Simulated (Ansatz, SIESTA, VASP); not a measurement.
## C: 7 runs at one level of theory

The starting cell:

```
C
1.0
     0.00000    1.78337    1.78337
     1.78337    0.00000    1.78337
     1.78337    1.78337    0.00000
C
2
Direct
  0.75000 0.75000 0.75000
  0.50000 0.50000 0.50000
```

Alike in all runs: task relaxation of cell and atoms; functional PBE; k mesh 13 × 13 × 13; occupations fermi-dirac, width 0.05 eV; no spin polarisation; no spin-orbit coupling.

| program and potentials | plane-wave cutoff (eV) | notes | equilibrium volume (Å³/atom) |
| --- | --- | --- | --- |
| VASP, PBE PAW files C, release 54, 580 eV | 580 | - | 5.70 |
| Ansatz, all-electron LAPW, scalar-relativistic | - | - | 5.69 |
| VASP, PBE PAW files C_h, 980 eV | 980 | - | 5.69 |
| SIESTA, files PseudoDojo sr-pbe-0.4.1-standard, TZDP (energy shift 0.002 Ry) | - | atomic basis | 5.75 |
| SIESTA, files PseudoDojo sr-pbe-0.4.1-standard, TZP (energy shift 0.002 Ry) | - | atomic basis | 5.74 |
| VASP, PBE PAW files C, release 54, 600 eV | 600 | - | 5.70 |
| VASP, PBE PAW files C_s, 480 eV | 480 | - | 5.71 |

The equilibrium volume spans 5.69 (VASP, PBE PAW files C_h, 980 eV) to 5.75 Å³/atom (SIESTA, files PseudoDojo sr-pbe-0.4.1-standard, TZDP (energy shift 0.002 Ry)), with all-electron results at 5.69. Relaxations stop with a little pressure left, so the last digit of a volume isn't settled. Rows in atomic bases carry the error of their basis and grid, which can be large.

Differences between rows come from potentials, basis sets and numerical settings, since the functional is the same but for its coding. Runs on potential files found faulty are left out.
